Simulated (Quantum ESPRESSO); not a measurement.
**TiB2 under changes of volume**

One of the cells (8.552 Å³/atom); the others are scaled copies at fixed shape and fractional positions:

```xyz
3
Lattice="3.0292 0.0000 0.0000 -1.5146 2.6234 0.0000 0.0000 0.0000 3.2284" Properties=species:S:1:pos:R:3 pbc="T T T"
Ti    0.0000    0.0000    0.0000
B     1.5146    0.8745    1.6142
B     0.0000    1.7489    1.6142
```

```yaml
Program: Quantum ESPRESSO 7.5
Functional: r2SCAN
Potentials_or_basis: SG15 PBE 1.2
Cutoff: 952 eV
Density_cutoff: 3810 eV
k_mesh: 8 × 8 × 6
Occupations: fermi-dirac, width 0.05 eV
Spin: no spin polarisation
```

| volume (Å³/atom) | energy over the lowest point (meV/atom) | pressure (GPa) |
| --- | --- | --- |
| 8.039 | 18.52 | 15.0 |
| 8.210 | 5.98 | 8.6 |
| 8.381 | 0.01 | 2.7 |
| 8.552 | 0.00 | -2.6 |
| 8.723 | 5.41 | -7.4 |
| 8.894 | ? | ? |
| 9.065 | 30.50 | -15.8 |

Question: What does the run at 8.894 Å³/atom give?

Answer: Energy over the lowest point 15.73 meV/atom; pressure -11.8 GPa.

Worked out: A Birch-Murnaghan fit of order 3 (a polynomial in V^(-2/3)) to the other rows has its minimum at 8.47 Å³/atom with B0 = V·E''(V) = 263 GPa and B' = 3.8 at fixed shape and positions, which overstates the stiffness. It gives 15.72 meV/atom at 8.894 Å³/atom, against the run's 15.73, and -dE/dV = -11.8 GPa, against -11.8.

Energies are extrapolated to zero smearing.

Caveats: the potentials were made for another functional, which shifts forces and pressure.
